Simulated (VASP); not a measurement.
Here is a VASP 6.6.1 calculation.

File INCAR:

```
SYSTEM = Pb
PREC = Accurate
ENCUT = 600
EDIFF = 1E-7
ISMEAR = -1
SIGMA = 0.05
LREAL = .FALSE.
LASPH = .TRUE.
NELM = 60
ALGO = Normal
ISIF = 3
LWAVE = .FALSE.
LCHARG = .FALSE.
GGA = PE
LUSE_VDW = .TRUE.
IVDW_NL = 2
BPARAM = 10.0
CPARAM = 0.0093
IBRION = 2
NSW = 40
EDIFFG = -0.005
```

KPOINTS

```
regular mesh
0
G
  9 9 9
  0 0 0
```

POSCAR

```
Pb
1.0
    0.0000000000      2.4750200000      2.4750200000
    2.4750200000      0.0000000000      2.4750200000
    2.4750200000      2.4750200000      0.0000000000
Pb
1
Direct
    0.0000000000      0.0000000000      0.0000000000
```

Potentials or basis: VASP PAW PBE potentials, release 64 (Pb_d).

The run is started by

```sh
$ cat potpaw_PBE.64/Pb_d/POTCAR > POTCAR
$ mpirun -np 1 vasp_std > vasp.out
```

(1) Predict the space group after relaxing (to 0.05 Å).

(2) Estimate the relaxed volume.

(3) What does it give for the band gap on the k mesh?

(4) What does it give for the relaxed cell?

Results:

(1) Fm-3m (No. 225).

(2) 31.04 Å³/atom.

(3) none (metal or under the smearing width).

(4) a = 3.527 Å, b = 3.527 Å, c = 3.527 Å, α = 60.00°, β = 60.00°, γ = 60.00°.

The cell as given is a measured one (30.32 Å³/atom); PBE+rVV10 puts the equilibrium volume +2.3 % from it, thermal expansion not counted.
